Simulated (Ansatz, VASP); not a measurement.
**One calculation of RbH2, two programs**

```
CELL_PARAMETERS angstrom
4.07391 0.55893 -0.05952
1.41916 4.50390 0.02356
-1.79045 -1.01438 7.25470
ATOMIC_POSITIONS crystal
Rb 0.66622 0.36841 0.87732
Rb 0.72689 0.77127 0.39672
H 0.04053 0.80500 0.06369
H 0.26907 0.45635 0.16823
H 0.37221 0.29324 0.21022
H 0.11938 0.17949 0.58969
```

Alike in both runs: functional PBE; k mesh 4 × 4 × 4; occupations gaussian, width 0.1 eV; no spin polarisation.

Ansatz relaxed the structure, and its values are those at the end. VASP's run is a single point on that final structure, the one shown.

|  | VASP | Ansatz |
| --- | --- | --- |
| version | VASP 6.6.1 | Ansatz 0.2.0 |
| potentials or method | VASP PAW PBE potentials, release 64 (Rb_sv, H) | scalar-relativistic, plane waves, PAW |
| plane-wave cutoff (eV) | 520 | 420 |
| valence electrons in the cell | 22 | 22 |

|  | VASP | Ansatz | Ansatz less VASP |
| --- | --- | --- | --- |
| gap on the k mesh at the Fermi level (eV) | 3.17 | 3.17 | +0.002 |
| least direct gap on the mesh (eV) | 3.40 | 3.40 | +0.001 |
| pressure (GPa) | 0.0 | 0.0 | +0.04 |

Caveats: the k mesh is coarse (spacing up to 0.43 Å⁻¹), so the values aren't converged. A k mesh can miss the band edges.
